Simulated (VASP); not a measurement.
Wanted: the native input for a VASP 6.6.1 run.

- Task: single point
- Functional: PBE
- Potentials or basis: VASP PAW PBE potentials, release 64 (K_sv, F)
- Cutoff: 520 eV
- k mesh: 10 × 10 × 10
- Occupations: gaussian, width 0.1 eV
- Spin: no spin polarisation
- Dipole correction: no
- Further INCAR settings: ALGO = Fast; EDIFF = 1e-06; NBANDS = 20

The structure of K2F lies in POSCAR:

```
K2F
1.0
    5.2400814986      0.0000000000      0.0000000000
    0.0000000000      5.2400814986      0.0000000000
    0.0000000000      0.0000000000      4.5154758311
K F
2 1
Direct
    0.5000000000      0.0000000000      0.5000000000
    0.0000000000      0.5000000000      0.5000000000
    0.0000000000      0.0000000000      0.5000000000
```

The cell was built by a generator and needn't be a form met in nature.

The cell isn't the ideal one: random cell by space group and Wyckoff sites (P4/mmm, No. 123).

The input as run:

INCAR

```
ALGO     = Fast           # electronic algorithm
EDIFF    = 1E-6           # SCF threshold, eV
ENCUT    = 520            # plane-wave cutoff, eV
GGA      = PE             # functional
ISIF     = 2              # what is computed and relaxed
ISMEAR   = 0              # smearing method
LASPH    = True           # aspherical terms in the spheres
LCHARG   = False          # write CHGCAR
LREAL    = False          # projectors in reciprocal space
LWAVE    = False          # write WAVECAR
NBANDS   = 20             # bands
NELM     = 80             # most SCF steps
PREC     = Accurate       # precision mode
SIGMA    = 0.1            # smearing width, eV
```

KPOINTS

```
k-points
0
Gamma
  10 10 10
```

Potentials or basis: VASP PAW PBE potentials, release 64 (K_sv, F).

Command:

```bash
$ cat potpaw_PBE.64/K_sv/POTCAR potpaw_PBE.64/F/POTCAR > POTCAR
$ mpirun -np 1 vasp_std > vasp.out
```

It gave:

```yaml
Pressure: 0.0 GPa
Band_gap_on_the_k_mesh: none (metal or under the smearing width)
```

Caveat: an odd number of electrons without spin polarisation forces a metal; a magnetic or distorted state may lie lower.

Run time: 12 min on 1 thread of AMD EPYC 7571 (shared host), peak memory 0.38 GiB.
